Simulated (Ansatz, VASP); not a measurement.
## AgCl: VASP beside Ansatz

```
Ag Cl
1.0
     0.00000    2.75454    2.75454
     2.75454    0.00000    2.75454
     2.75454    2.75454    0.00000
Ag Cl
1 1
Direct
  0.50000 0.50000 0.50000
  0.00000 0.00000 0.00000
```

Change from the starting cell: volume scaled by 0.98, crystal datasets.

Alike in both runs: task electric field gradients; functional PBEsol; k mesh 9 × 9 × 9; occupations fermi-dirac, width 0.01 eV; no spin polarisation.

```csv
,VASP,Ansatz
version,VASP 6.6.1,Ansatz 0.2.0
potentials or method,"VASP PAW PBE potentials, release 64 (Ag, Cl), cutoff 520 eV","all-electron PAW with datasets made for the crystal, scalar-relativistic"
```

Ansatz gave:

- gap on the k mesh at the Fermi level (eV): 0.78
- pressure (GPa): -1.7
- Vzz of the field gradient on the site that differs most (V/Å²): 0.0

Q: What did VASP give for the same quantities?

A: gap on the k mesh at the Fermi level (eV): 0.77; pressure (GPa): -1.8; Vzz of the field gradient on the site that differs most (V/Å²): 0.0.

Ansatz ran all-electron here, so the differences hold the error of VASP's frozen core and of both bases. Ansatz warned: «gradients_without_spin_orbit».

Caveats: the PAW data sets were made with another functional, which shifts forces and pressure a little (VASP); an odd mesh through Γ misses points on the zone boundary, where band edges often lie.
